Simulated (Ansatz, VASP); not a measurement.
## Two plane-wave programs on Ir

POSCAR

```
Ir
1.0
    0.0000000000      1.8844861695      1.8844861695
    1.8844861695      0.0000000000      1.8844861695
    1.8844861695      1.8844861695      0.0000000000
Ir
1
Direct
    0.0000000000      0.0000000000      0.0000000000
```

File INCAR.step1:

```
SYSTEM = Ir
PREC = Accurate
ENCUT = 600
ISMEAR = 0
SIGMA = 0.1
LREAL = .False.
LASPH = .True.
NELM = 100
GGA = PE
ALGO = Normal
EDIFF = 1E-4
LWAVE = .True.
LCHARG = .False.
```

File INCAR.step2:

```
SYSTEM = Ir
PREC = Accurate
ENCUT = 600
EDIFF = 1E-6
ISMEAR = 0
SIGMA = 0.1
LREAL = .False.
LASPH = .True.
NELM = 100
ALGO = Normal
ISIF = 3
LWAVE = .False.
LCHARG = .False.
METAGGA = R2SCAN
LMIXTAU = .True.
IBRION = 2
NSW = 80
EDIFFG = -0.05
ISTART = 1
```

File KPOINTS:

```
Automatic mesh
0
Gamma
  10 10 10
  0 0 0
```

Input for Ansatz:

```yaml
crystal:
  lattice:
    - [0.0, 1.8844861695, 1.8844861695]
    - [1.8844861695, 0.0, 1.8844861695]
    - [1.8844861695, 1.8844861695, 0.0]
  atoms:
    - { symbol: Ir, position: [0.0, 0.0, 0.0] }
basis:
  ecutwfc: 500
kpoints:
  mp_grid: { grid: [10, 10, 10] }
hamiltonian:
  xc: r2scan
scf:
  occupations: { method: gaussian, width: 0.1 }
output:
  forces: true
  stress: true
  eigenvalues: true
relax:
  adjacent_minimum: "off"
  f_tol: 0.05
  max_steps: 60
  cell: { stress_tol: 0.5 }
```

Alike in both runs: task relaxation of cell and atoms; functional r2SCAN; k mesh 10 × 10 × 10; occupations gaussian, width 0.1 eV; no spin polarisation.

|  | VASP | Ansatz |
| --- | --- | --- |
| version | VASP 6.6.1 | Ansatz 0.2.0 |
| potentials or method | VASP PAW PBE potentials, release 64 (Ir) | scalar-relativistic, plane waves, PAW |
| plane-wave cutoff (eV) | 600 | 500 |
| valence electrons in the cell | 9 | 17 |

```csv
,VASP,Ansatz,Ansatz less VASP
"gap on the k mesh at the Fermi level, each at its own relaxed structure (eV)",none,none,-
relaxed volume (Å³/atom),14.31,14.21,-0.106
relaxed cell length with the largest relative difference (Å),2.725,2.718,-0.0067
energy change over the relaxation (meV/atom),-79,-63,+15.8
```

A gap of «none» marks a metal or a gap that the smearing closes. The two sets of potentials don't hold the same shells in valence.

Caveats: the PAW data sets were made with another functional, which shifts forces and pressure a little (VASP). Spin-orbit coupling is left out, which matters for the levels of Ir. Zero-point motion and thermal expansion aren't in these numbers.
